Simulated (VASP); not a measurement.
# C: an input that fails (parallel tempering)

C, P6_3/mmc (no. 194), 8 atoms in the cell.

01/INCAR:
```
GGA = PE
PREC = Normal
ENCUT = 400
EDIFF = 1e-05
NELMIN = 4
NELM = 60
ALGO = Fast
LREAL = Auto
LASPH = .TRUE.
ISMEAR = -1
SIGMA = 0.065
ISYM = 0
LWAVE = .FALSE.
LCHARG = .FALSE.
IBRION = 0
NSW = 102
POTIM = 1.0
ISIF = 2
RANDOM_SEED = 449907 0 0
MDALGO = 3
LANGEVIN_GAMMA = 20
IMAGES = 3
LTEMPER = .TRUE.
NTEMPER = 5
TEBEG = 500
TEEND = 500
```

02/INCAR:
```
GGA = PE
PREC = Normal
ENCUT = 400
EDIFF = 1e-05
NELMIN = 4
NELM = 60
ALGO = Fast
LREAL = Auto
LASPH = .TRUE.
ISMEAR = -1
SIGMA = 0.065
ISYM = 0
LWAVE = .FALSE.
LCHARG = .FALSE.
IBRION = 0
NSW = 102
POTIM = 1.0
ISIF = 2
RANDOM_SEED = 449908 0 0
MDALGO = 3
LANGEVIN_GAMMA = 20
IMAGES = 3
LTEMPER = .TRUE.
NTEMPER = 5
TEBEG = 1000
TEEND = 1000
```

03/INCAR:
```
GGA = PE
PREC = Normal
ENCUT = 400
EDIFF = 1e-05
NELMIN = 4
NELM = 60
ALGO = Fast
LREAL = Auto
LASPH = .TRUE.
ISMEAR = -1
SIGMA = 0.065
ISYM = 0
LWAVE = .FALSE.
LCHARG = .FALSE.
IBRION = 0
NSW = 102
POTIM = 1.0
ISIF = 2
RANDOM_SEED = 449909 0 0
MDALGO = 3
LANGEVIN_GAMMA = 20
IMAGES = 3
LTEMPER = .TRUE.
NTEMPER = 5
TEBEG = 1500
TEEND = 1500
```

INCAR:
```
GGA = PE ; PREC = Normal
ENCUT = 400 ; EDIFF = 1E-5
NELMIN = 4 ; NELM = 60
ALGO = Fast ; LREAL = Auto
LASPH = T ; ISMEAR = -1
SIGMA = 0.065 ; ISYM = 0
LWAVE = F ; LCHARG = F
IBRION = 0 ; NSW = 102
POTIM = 1.0 ; ISIF = 2
RANDOM_SEED = 449907 0 0 ; MDALGO = 3
LANGEVIN_GAMMA = 20 ; IMAGES = 3
LTEMPER = T ; NTEMPER = 5
TEBEG = 500 ; TEEND = 500
```

KPOINTS:
```
k-points
0
Gamma
  4 3 2
```

01/POSCAR:
```
C
1.0
    2.4610000000      0.0000000000      0.0000000000
    0.0000000000      4.2625770374      0.0000000000
    0.0000000000      0.0000000000      6.7080000000
C
8
Direct
    0.0000000000      0.0000000000      0.2500000000
    0.5000000000      0.5000000000      0.2500000000
    0.0000000000      0.0000000000      0.7500000000
    0.5000000000      0.5000000000      0.7500000000
    0.0000000000      0.3333333334      0.2500000000
    0.5000000000      0.8333333334      0.2500000000
    0.5000000000      0.1666666666      0.7500000000
    0.0000000000      0.6666666666      0.7500000000
```

02/POSCAR:
```
C
1.0
    2.4610000000      0.0000000000      0.0000000000
    0.0000000000      4.2625770374      0.0000000000
    0.0000000000      0.0000000000      6.7080000000
C
8
Direct
    0.0000000000      0.0000000000      0.2500000000
    0.5000000000      0.5000000000      0.2500000000
    0.0000000000      0.0000000000      0.7500000000
    0.5000000000      0.5000000000      0.7500000000
    0.0000000000      0.3333333334      0.2500000000
    0.5000000000      0.8333333334      0.2500000000
    0.5000000000      0.1666666666      0.7500000000
    0.0000000000      0.6666666666      0.7500000000
```

03/POSCAR:
```
C
1.0
    2.4610000000      0.0000000000      0.0000000000
    0.0000000000      4.2625770374      0.0000000000
    0.0000000000      0.0000000000      6.7080000000
C
8
Direct
    0.0000000000      0.0000000000      0.2500000000
    0.5000000000      0.5000000000      0.2500000000
    0.0000000000      0.0000000000      0.7500000000
    0.5000000000      0.5000000000      0.7500000000
    0.0000000000      0.3333333334      0.2500000000
    0.5000000000      0.8333333334      0.2500000000
    0.5000000000      0.1666666666      0.7500000000
    0.0000000000      0.6666666666      0.7500000000
```

Commands:
```
cat potpaw_PBE.64/C/POTCAR > POTCAR
mpirun -np 4 vasp_std > vasp.out
```

VASP stops with:
```
M_divide: can not subdivide            4 nodes by           3
```

Cause: ranks not divisible by the images.
